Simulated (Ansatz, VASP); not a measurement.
**One calculation of GaAs, two programs**

```
Ga As
1.0
     3.32867    0.00000    0.00000
     0.00000    3.32867    0.00000
     0.00000    0.00000    3.32867
Ga As
1 1
Direct
  0.00000 0.00000 0.00000
  0.50000 0.50000 0.50000
```

Alike in both runs: task single point; functional r2SCAN; k mesh 6 × 6 × 6; occupations gaussian, width 0.5 eV; no spin polarisation.

```csv
,VASP,Ansatz
version,VASP 6.6.1,Ansatz 0.2.0
potentials or method,"VASP PAW PBE potentials, release 64 (Ga_d, As)",plane waves
plane-wave cutoff (eV),520,500
valence electrons in the cell,18,28
```

|  | VASP | Ansatz | Ansatz less VASP |
| --- | --- | --- | --- |
| pressure (GPa) | 0.6 | 0.6 | +0.02 |

With one functional, cell and mesh, what is left measures potentials, basis and numerics. The two sets of potentials don't hold the same shells in valence.

Caveats: the PAW data sets were made with another functional, which shifts forces and pressure a little (VASP).
